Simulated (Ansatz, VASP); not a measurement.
# Os in VASP and in Ansatz

```
CELL_PARAMETERS angstrom
0.00000 1.93195 1.93195
1.93195 0.00000 1.93195
1.93195 1.93195 0.00000
ATOMIC_POSITIONS crystal
Os 0.00000 0.00000 0.00000
```

Change from the starting cell: volume scaled by 0.98, PAW files.

Alike in both runs: task electric field gradients; functional PBEsol; k mesh 14 × 14 × 14; occupations fermi-dirac, width 0.05 eV; no spin polarisation.

|  | VASP | Ansatz |
| --- | --- | --- |
| version | VASP 6.6.1 | Ansatz 0.2.0 |
| potentials or method | VASP PAW PBE potentials, release 64 (Os) | PAW with Ansatz's default frozen-core files, scalar-relativistic |
| plane-wave cutoff (eV) | 520 | 420 |
| valence electrons in the cell | 8 | 16 |

|  | VASP | Ansatz | Ansatz less VASP |
| --- | --- | --- | --- |
| pressure (GPa) | -12.9 | -13.0 | -0.14 |
| Vzz of the field gradient on the site that differs most (V/Å²) | 0.0 | 0.0 | 0.00 |

The two sets of potentials don't hold the same shells in valence. Ansatz warned: «gradients_without_spin_orbit».

Caveats: the PAW data sets were made with another functional, which shifts forces and pressure a little (VASP). The runs have no spin-orbit coupling, so splittings on Os are missing.
